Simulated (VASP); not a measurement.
The system is Ru.

```
CELL_PARAMETERS angstrom
-1.50369 1.50369 1.50369
1.50369 -1.50369 1.50369
1.50369 1.50369 -1.50369
ATOMIC_POSITIONS crystal
Ru 0.00000 0.00000 0.00000
```

This isn't the form of Ru at room conditions, which is hcp.

| Item | Value |
| --- | --- |
| Program | VASP 6.6.1 |
| Task | relaxation of cell and atoms |
| Functional | PBE |
| Potentials or basis | VASP PAW PBE potentials, release 64 (Ru_pv) |
| Cutoff | 600 eV |
| k mesh | 20 × 20 × 20 |
| Occupations | gaussian, width 0.1 eV |
| Spin | no spin polarisation |

At the start: pressure 14.1 GPa; volume 13.60 Å³/atom.

Problem. How do energy, volume and symmetry change on relaxing?

Solution. Over 4 steps the energy falls by 26.3 meV/atom and the volume is 14.23 Å³/atom (+4.6 %); space group Im-3m (No. 229, to 0.05 Å).

The path:
| step | energy change (eV) | largest force (eV/Å) | pressure (GPa) | volume (Å³) |
| --- | --- | --- | --- | --- |
| 1 | 0.0000 | 0.0000 | 14.13 | 13.60 |
| 2 | 0.1433 | 0.0000 | -25.60 | 16.10 |
| 3 | -0.0263 | 0.0000 | -0.62 | 14.26 |
| 4 | -0.0263 | 0.0000 | -0.04 | 14.23 |

Final structure:
```cif
data_structure
_symmetry_space_group_name_H-M 'P 1'
_symmetry_Int_Tables_number 1
_cell_length_a 2.6439
_cell_length_b 2.6439
_cell_length_c 2.6439
_cell_angle_alpha 109.471
_cell_angle_beta 109.471
_cell_angle_gamma 109.471
_cell_volume 14.23
loop_
_atom_site_label
_atom_site_type_symbol
_atom_site_fract_x
_atom_site_fract_y
_atom_site_fract_z
_atom_site_occupancy
Ru1 Ru 0.00000 0.00000 0.00000 1
```
